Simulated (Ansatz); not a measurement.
# Al2Cu: the cost of one run

Program: Ansatz 0.2.0. Level of theory: DFT PBE, scalar-relativistic, plane waves, PAW. These are calculated values, not measurements.

5 further runs of the same task are left out: 1 that didn't finish, 4 set aside as unsound or not needed.

## Step 1: The system as given

It takes space group I4/mcm (No. 140, tetragonal). Conventional cell: a = 6.052 Å, b = 6.052 Å, c = 4.883 Å, α = 90.00°, β = 90.00°, γ = 90.00°. Al (site symmetry m2m) has 4 Cu at 2.58 Å and 3 Al at 2.72 to 2.90 Å as nearest neighbours. Around Cu (site symmetry 422) lie 2 Cu at 2.44 Å and 8 Al at 2.58 Å.

Coordinates:

```
Al Cu
1.0
    -3.02615    3.02615    2.44128
     3.02615   -3.02615    2.44128
     3.02615    3.02615   -2.44128
Al Cu
4 2
Direct
  0.15872 0.65872 0.81744
  0.65872 0.84128 0.50000
  0.84128 0.34128 0.18256
  0.34128 0.15872 0.50000
  0.75000 0.75000 0.00000
  0.25000 0.25000 0.00000
```

It is the result of an earlier relaxation at this level (volume 14.90 Å³/atom; gap on the mesh: none (metal)).

## Step 2: What is varied

The energy is mapped over two normal modes frozen in (zone-centre modes of the cell shown).

- amplitude of mode 4 (138 cm⁻¹), largest displacement: 11 values from −0.135 to 0.135 Å
- amplitude of mode 5 (138 cm⁻¹), largest displacement: 11 values from −0.135 to 0.135 Å

Nothing else is relaxed (the cell and all other modes fixed). Energies count from the relaxed high-symmetry cell. Points are written as (first, second).

The modes come from a phonon run on the reference cell, made beforehand.

The patterns, per unit of each coordinate (Å):

| atom | x1 | y1 | z1 | x2 | y2 | z2 |
| --- | --- | --- | --- | --- | --- | --- |
| Al1 | 0.000 | 0.000 | -0.376 | 0.000 | 0.000 | 0.376 |
| Al2 | 0.000 | 0.000 | -0.376 | 0.000 | 0.000 | -0.376 |
| Al3 | 0.000 | 0.000 | 0.376 | 0.000 | 0.000 | -0.376 |
| Al4 | 0.000 | 0.000 | 0.376 | 0.000 | 0.000 | 0.376 |
| Cu5 | 1.000 | 0.000 | 0.000 | 0.000 | 1.000 | 0.000 |
| Cu6 | -1.000 | 0.000 | 0.000 | 0.000 | -1.000 | 0.000 |

## Step 3: Grid point (−0.135 Å, −0.135 Å)

Input file input.yaml:

```yaml
crystal:
  lattice:
    - [-3.0261521189, 3.0261521189, 2.4412820335]
    - [3.0261521189, -3.0261521189, 2.4412820335]
    - [3.0261521189, 3.0261521189, -2.4412820335]
  atoms:
    - { symbol: Al, position: [0.1587224635, 0.6587224635, 0.8174423316] }
    - { symbol: Al, position: [0.6794994192, 0.8620570876, 0.5] }
    - { symbol: Al, position: [0.8412775365, 0.3412775365, 0.1825576684] }
    - { symbol: Al, position: [0.3205005808, 0.1379429124, 0.5] }
    - { symbol: Cu, position: [0.727695839, 0.7276930527, -0.0446111082] }
    - { symbol: Cu, position: [0.272304161, 0.2723069473, 0.0446111082] }
basis:
  ecutwfc: 520.0
kpoints:
  mp_grid: { grid: [10, 10, 10] }
hamiltonian:
  xc: pbe
  pseudopotentials: { kind: paw, azcp: { folder: soft_1 } }
scf:
  occupations: { method: gaussian, width: 0.15 }
output:
  forces: true
  stress: true
  eigenvalues: true
```

On the command line:

```console
> ansatz run input.yaml --threads 4 --pin off --max-ram 8192MiB --backend cpu --events-out ev --progress --plain --runs-dir out
```

Q: Estimate wall time and peak memory on 4 threads of AMD EPYC 7B13 (Zen 3), shared host.

About 12 s, with a peak of 1 GiB.
